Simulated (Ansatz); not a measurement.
A trial structure of C was built thus: random cell by space group and Wyckoff sites (Pmmn, No. 59). The dimensions are guesses.

Space group Pmmn:1 (No. 59). a = 1.578 Å, b = 2.548 Å, c = 2.826 Å, α = 90.00°, β = 90.00°, γ = 90.00°
```json
{"atom": "C", "site": "2b", "symmetry": "mm2", "x": "0.0000", "y": "0.5000", "z": "0.6781"}
```

Level of theory: DFT PBE, scalar-relativistic, plane waves, PAW in Ansatz. Cutoff 420 eV, Gaussian smearing, Γ-centred meshes. Cell and atoms relax first on a coarse mesh and then on a finer one. In between, the cell is made exact in the group found at 0.06 Å. In metals the finer mesh still leaves noise of several meV/atom or more. The steps can't lower the symmetry of their start. No spin polarisation in the relaxation; trial moments died out in a coarse test.

A guess keeps its type if space group and coordination stay and the shape of the cell changes little (axis ratios within about 15 %, angles within 6°); the volume may change.

Task: Does it keep its structure type, or change into something else?

Result: It doesn't keep its type. The symmetry goes from Pmmn (No. 59) to Immm (No. 71), and the primitive cell from 2 to 1 atom. The volume per atom grows by 278.1 %, from 5.7 to 21.5 Å³. The shortest distance goes from 1.58 Å (C–C) to 1.28 Å (C–C). Counting neighbours within 15 % of an atom's shortest distance, the start has C 6 and the end C 2. In detail, at the end C is surrounded by 2 C at 1.28 Å.

```
C
1.0
    -0.64109    2.21922    3.77269
     0.64109   -2.21922    3.77269
     0.64109    2.21922   -3.77269
C
1
Direct
  0.00000 0.50000 0.50000
```

The last run used a 42×12×8 mesh (in the run's order of axes) for its 2-atom cell and Gaussian smearing of 0.10 eV. No dispersion correction is applied, so the spacing and binding between layers, chains or molecules are poorly described. Symmetry constrained the relaxation, so the result can be a saddle point.
